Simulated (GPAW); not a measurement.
# CdSe (Cadmoselite) (P6_3mc) in GPAW: settings compared, part 2 of 3

GPAW 26.7.0. The steps go on from the part before.

## Step 4: Relaxation of cell and atoms, AM05

Input file run.py:

```python
from ase import Atoms
from ase.filters import FrechetCellFilter
from ase.io import write
from ase.optimize import BFGS
from gpaw import GPAW, PW, setup_paths

setup_paths.insert(0, '.')

atoms = Atoms(['Cd', 'Cd', 'Se', 'Se'],
              cell=[[4.3, 0.0, 0.0],
                    [-2.15, 3.7239092363, 0.0],
                    [0.0, 0.0, 7.02]],
              scaled_positions=[[0.6666666667, 0.3333333333, 0.5],
                                [0.3333333333, 0.6666666667, 0.0],
                                [0.6666666667, 0.3333333333, 0.885],
                                [0.3333333333, 0.6666666667, 0.385]],
              pbc=True)

calc = GPAW(mode=PW(600),
            xc='AM05',
            kpts={'size': (5, 5, 3), 'gamma': True},
            occupations={'name': 'fermi-dirac', 'width': 0.05},
            nbands=31,
            convergence={'density': 1e-06, 'energy': 1e-06, 'eigenstates': 1e-10},
            maxiter=150,
            txt='gpaw.txt')
atoms.calc = calc
opt = BFGS(FrechetCellFilter(atoms), trajectory='relax.traj', logfile='-')
done = opt.run(fmax=0.02, steps=40)
calc.write('gs.gpw')
write('result.traj', atoms)
print('Converged:', done)
print('Cell:', atoms.cell.cellpar().round(4))
print('Volume:', round(atoms.get_volume(), 4))
print(atoms.get_scaled_positions().round(5))
```

Potentials or basis: PAW data sets generated in the run's folder for this functional, pw.

Started as:

```sh
gpaw-setup -f AM05 Cd Se
OMP_NUM_THREADS=1 python run.py
```

gpaw.txt:

```text
__  _  _
 | _ |_)|_||  |
 |__||  | ||/\| - 26.7.0

Input parameters:
  mode=PW(ecut=600.0),
  convergence={'density': 1e-06, 'energy': 1e-06, 'eigenstates': 1e-10},
  kpts=MonkhorstPack(size=(5, 5, 3), gamma=True),
  maxiter=150,
  nbands=31,
  occupations=Occupations(name='fermi-dirac', width=0.05),
  xc=XC(name='AM05')

Diagonalizing LCAO Hamiltonian
Converting LCAO to pw mode

            Se

        Se  Cd

        Cd

Atoms  # Å, Bohr magnetons
|   | symbol |         x |        y |        z |    initial magnetic moments |
|---|--------|-----------|----------|----------|-----------------------------|
| 0 |     Cd |  2.150000 | 1.241303 | 3.510000 | ( 0.0000,  0.0000,  0.0000) |
| 1 |     Cd | -0.000000 | 2.482606 | 0.000000 | ( 0.0000,  0.0000,  0.0000) |
| 2 |     Se |  2.150000 | 1.241303 | 6.212700 | ( 0.0000,  0.0000,  0.0000) |
| 3 |     Se | -0.000000 | 2.482606 | 2.702700 | ( 0.0000,  0.0000,  0.0000) |

Unit cell  # Å
| periodic |         x |        y |        z |  lengths |     angles |
|----------|-----------|----------|----------|----------|------------|
|      yes |  4.300000 | 0.000000 | 0.000000 | 4.300000 |  90.000000 |
|      yes | -2.150000 | 3.723909 | 0.000000 | 4.300000 |  90.000000 |
|      yes |  0.000000 | 0.000000 | 7.020000 | 7.020000 | 120.000000 |

Number of symmetries: 6
Symmetry operations  # r_c * U_cc + t_c -> r_c
|   | kind |            matrix            |
|---|------|------------------------------|
| 0 |  σ   |  1, 1, 0,  0,-1, 0,  0, 0, 1 |
| 1 |  E   |  1, 0, 0,  0, 1, 0,  0, 0, 1 |
| 2 |  C3  |  0, 1, 0, -1,-1, 0,  0, 0, 1 |
| 3 |  σ   |  0,-1, 0, -1, 0, 0,  0, 0, 1 |
| 4 |  σ   | -1, 0, 0,  1, 1, 0,  0, 0, 1 |
| 5 |  C3  | -1,-1, 0,  1, 0, 0,  0, 0, 1 |
[... 190 lines left out ...]
Gap: 0.673 eV
Transition (v -> c):
  (s=0, k=0, n=17, [0.00, 0.00, 0.00]) -> (s=0, k=0, n=18, [0.00, 0.00, 0.00])
No difference between direct/indirect transitions

Stress tensor  # eV/Ang^3
|         x |         y |         z |
|-----------|-----------|-----------|
| -0.006902 |  0.000000 | -0.000000 |
|  0.000000 | -0.006902 |  0.000000 |
| -0.000000 |  0.000000 |  0.004293 |

Forces  # eV/Ang
|        x |       y |        z |
|----------|---------|----------|
| -0.00000 | 0.00000 |  0.26255 |  # Cd   0
|  0.00000 | 0.00000 |  0.26257 |  # Cd   1
| -0.00000 | 0.00000 | -0.26263 |  # Se   2
|  0.00000 | 0.00000 | -0.26262 |  # Se   3

Interpolating wave functions to new cell

            Se

        Se  Cd

        Cd

Atoms  # Å, Bohr magnetons
|   | symbol |         x |        y |        z |    initial magnetic moments |
|---|--------|-----------|----------|----------|-----------------------------|
| 0 |     Cd |  2.151490 | 1.242163 | 3.512237 | ( 0.0000,  0.0000,  0.0000) |
| 1 |     Cd | -0.000000 | 2.484327 | 0.003749 | ( 0.0000,  0.0000,  0.0000) |
| 2 |     Se |  2.151490 | 1.242163 | 6.206274 | ( 0.0000,  0.0000,  0.0000) |
| 3 |     Se | -0.000000 | 2.484327 | 2.697786 | ( 0.0000,  0.0000,  0.0000) |

Unit cell  # Å
[... 234 lines left out ...]
Atoms  # Å, Bohr magnetons
|   | symbol |         x |        y |        z |    initial magnetic moments |
|---|--------|-----------|----------|----------|-----------------------------|
| 0 |     Cd |  2.161117 | 1.247722 | 3.527408 | ( 0.0000,  0.0000,  0.0000) |
| 1 |     Cd | -0.000000 | 2.495443 | 0.028563 | ( 0.0000,  0.0000,  0.0000) |
| 2 |     Se |  2.161117 | 1.247722 | 6.164387 | ( 0.0000,  0.0000,  0.0000) |
| 3 |     Se | -0.000000 | 2.495443 | 2.665541 | ( 0.0000,  0.0000,  0.0000) |

Unit cell  # Å
| periodic |         x |        y |         z |  lengths |     angles |
|----------|-----------|----------|-----------|----------|------------|
|      yes |  4.322234 | 0.000000 | -0.000000 | 4.322234 |  90.000000 |
|      yes | -2.161117 | 3.743165 |  0.000000 | 4.322234 |  90.000000 |
|      yes |  0.000000 | 0.000000 |  6.997692 | 6.997692 | 120.000000 |

Number of symmetries: 6
Symmetry operations  # r_c * U_cc + t_c -> r_c
|   | kind |            matrix            |
|---|------|------------------------------|
| 0 |  σ   |  1, 1, 0,  0,-1, 0,  0, 0, 1 |
| 1 |  E   |  1, 0, 0,  0, 1, 0,  0, 0, 1 |
| 2 |  C3  |  0, 1, 0, -1,-1, 0,  0, 0, 1 |
| 3 |  σ   |  0,-1, 0, -1, 0, 0,  0, 0, 1 |
| 4 |  σ   | -1, 0, 0,  1, 1, 0,  0, 0, 1 |
| 5 |  C3  | -1,-1, 0,  1, 0, 0,  0, 0, 1 |
[... 219 lines left out ...]
Atoms  # Å, Bohr magnetons
|   | symbol |         x |        y |        z |    initial magnetic moments |
|---|--------|-----------|----------|----------|-----------------------------|
| 0 |     Cd |  2.160304 | 1.247252 | 3.526780 | ( 0.0000,  0.0000,  0.0000) |
| 1 |     Cd | -0.000000 | 2.494504 | 0.026575 | ( 0.0000,  0.0000,  0.0000) |
| 2 |     Se |  2.160304 | 1.247252 | 6.168784 | ( 0.0000,  0.0000,  0.0000) |
| 3 |     Se | -0.000000 | 2.494504 | 2.668577 | ( 0.0000,  0.0000,  0.0000) |

Unit cell  # Å
| periodic |         x |         y |         z |  lengths |     angles |
|----------|-----------|-----------|-----------|----------|------------|
|      yes |  4.320607 | -0.000000 | -0.000000 | 4.320607 |  90.000000 |
|      yes | -2.160304 |  3.741756 |  0.000000 | 4.320607 |  90.000000 |
|      yes |  0.000000 |  0.000000 |  7.000413 | 7.000413 | 120.000000 |

Number of symmetries: 6
Symmetry operations  # r_c * U_cc + t_c -> r_c
|   | kind |            matrix            |
|---|------|------------------------------|
| 0 |  σ   |  1, 1, 0,  0,-1, 0,  0, 0, 1 |
| 1 |  E   |  1, 0, 0,  0, 1, 0,  0, 0, 1 |
| 2 |  C3  |  0, 1, 0, -1,-1, 0,  0, 0, 1 |
| 3 |  σ   |  0,-1, 0, -1, 0, 0,  0, 0, 1 |
| 4 |  σ   | -1, 0, 0,  1, 1, 0,  0, 0, 1 |
| 5 |  C3  | -1,-1, 0,  1, 0, 0,  0, 0, 1 |
[... 217 lines left out ...]
Atoms  # Å, Bohr magnetons
|   | symbol |         x |        y |        z |    initial magnetic moments |
|---|--------|-----------|----------|----------|-----------------------------|
| 0 |     Cd |  2.160257 | 1.247225 | 3.527448 | ( 0.0000,  0.0000,  0.0000) |
| 1 |     Cd | -0.000000 | 2.494450 | 0.026635 | ( 0.0000,  0.0000,  0.0000) |
| 2 |     Se |  2.160257 | 1.247225 | 6.169799 | ( 0.0000,  0.0000,  0.0000) |
| 3 |     Se | -0.000000 | 2.494450 | 2.668984 | ( 0.0000,  0.0000,  0.0000) |

Unit cell  # Å
| periodic |         x |        y |        z |  lengths |     angles |
|----------|-----------|----------|----------|----------|------------|
|      yes |  4.320514 | 0.000000 | 0.000000 | 4.320514 |  90.000000 |
|      yes | -2.160257 | 3.741675 | 0.000000 | 4.320514 |  90.000000 |
|      yes |  0.000000 | 0.000000 | 7.001628 | 7.001628 | 120.000000 |

Number of symmetries: 6
Symmetry operations  # r_c * U_cc + t_c -> r_c
|   | kind |            matrix            |
|---|------|------------------------------|
| 0 |  σ   |  1, 1, 0,  0,-1, 0,  0, 0, 1 |
| 1 |  E   |  1, 0, 0,  0, 1, 0,  0, 0, 1 |
| 2 |  C3  |  0, 1, 0, -1,-1, 0,  0, 0, 1 |
| 3 |  σ   |  0,-1, 0, -1, 0, 0,  0, 0, 1 |
| 4 |  σ   | -1, 0, 0,  1, 1, 0,  0, 0, 1 |
| 5 |  C3  | -1,-1, 0,  1, 0, 0,  0, 0, 1 |
[... 215 lines left out ...]
Atoms  # Å, Bohr magnetons
|   | symbol |         x |        y |        z |    initial magnetic moments |
|---|--------|-----------|----------|----------|-----------------------------|
| 0 |     Cd |  2.159698 | 1.246902 | 3.541374 | ( 0.0000,  0.0000,  0.0000) |
| 1 |     Cd | -0.000000 | 2.493805 | 0.029183 | ( 0.0000,  0.0000,  0.0000) |
| 2 |     Se |  2.159698 | 1.246902 | 6.187415 | ( 0.0000,  0.0000,  0.0000) |
| 3 |     Se | -0.000000 | 2.493805 | 2.675199 | ( 0.0000,  0.0000,  0.0000) |

Unit cell  # Å
| periodic |         x |         y |        z |  lengths |     angles |
|----------|-----------|-----------|----------|----------|------------|
|      yes |  4.319397 | -0.000000 | 0.000000 | 4.319397 |  90.000000 |
|      yes | -2.159698 |  3.740707 | 0.000000 | 4.319397 |  90.000000 |
|      yes |  0.000000 |  0.000000 | 7.024403 | 7.024403 | 120.000000 |

Number of symmetries: 6
Symmetry operations  # r_c * U_cc + t_c -> r_c
|   | kind |            matrix            |
|---|------|------------------------------|
| 0 |  σ   |  1, 1, 0,  0,-1, 0,  0, 0, 1 |
| 1 |  E   |  1, 0, 0,  0, 1, 0,  0, 0, 1 |
| 2 |  C3  |  0, 1, 0, -1,-1, 0,  0, 0, 1 |
| 3 |  σ   |  0,-1, 0, -1, 0, 0,  0, 0, 1 |
| 4 |  σ   | -1, 0, 0,  1, 1, 0,  0, 0, 1 |
| 5 |  C3  | -1,-1, 0,  1, 0, 0,  0, 0, 1 |
[... 189 lines left out ...]
Gap: 0.624 eV
Transition (v -> c):
  (s=0, k=0, n=17, [0.00, 0.00, 0.00]) -> (s=0, k=0, n=18, [0.00, 0.00, 0.00])
No difference between direct/indirect transitions

Stress tensor  # eV/Ang^3
|         x |         y |         z |
|-----------|-----------|-----------|
|  0.000597 | -0.000000 | -0.000000 |
|  0.000000 |  0.000597 | -0.000000 |
| -0.000000 | -0.000000 |  0.000243 |

Forces  # eV/Ang
|        x |        y |        z |
|----------|----------|----------|
|  0.00000 |  0.00000 |  0.00957 |  # Cd   0
|  0.00000 |  0.00000 |  0.00943 |  # Cd   1
| -0.00000 |  0.00000 | -0.00956 |  # Se   2
|  0.00000 | -0.00000 | -0.00940 |  # Se   3

# Writing to gs.gpw (mode='')
```

It took 97 s on 1 thread of AMD EPYC 7R13 (Zen 3), shared host; peak memory 0.25 GiB.

Results:

| Item | Value |
| --- | --- |
| Free energy | -11.7519 eV |
| Relaxed volume | 28.37 Å³/atom |
| Relaxed cell | a = 4.319 Å, b = 4.319 Å, c = 7.024 Å, α = 90.00°, β = 90.00°, γ = 120.00° |
| Space group after relaxing (to 0.05 Å) | P6_3mc (No. 186) |
| Energy gained by relaxing | 4.9 meV/atom |
| Ionic steps | 6 |
| Pressure after relaxing | -0.1 GPa |
| Largest force after relaxing | 0.010 eV/Å |
| Band gap on the k mesh | 0.62 eV, direct |

Forces in eV/Å, atoms in the order of the input:
```
Cd   0.000  0.000  0.010
Cd   0.000  0.000  0.009
Se   0.000  0.000 -0.010
Se   0.000  0.000 -0.009
```

The path:
```csv
step,energy change (eV),largest force (eV/Å),pressure (GPa),volume (Å³)
1,0.0000,0.2626,0.51,112.41
2,-0.0049,0.2298,0.43,112.52
3,-0.0189,0.0155,0.05,113.21
4,-0.0191,0.0075,0.07,113.17
5,-0.0191,0.0083,0.06,113.19
6,-0.0194,0.0096,-0.08,113.50
```

Final structure:
```
Cd Se
1.0
     4.31940    0.00000    0.00000
    -2.15970    3.74071    0.00000
     0.00000    0.00000    7.02440
Cd Se
2 2
Direct
  0.66667 0.33333 0.50415
  0.33333 0.66667 0.00415
  0.66667 0.33333 0.88085
  0.33333 0.66667 0.38084
```

Caveat: later steps reuse the first step's grids. A hybrid or GW would open this gap; AM05 tends to underestimate it.

(Continued in part 3 of 3.)
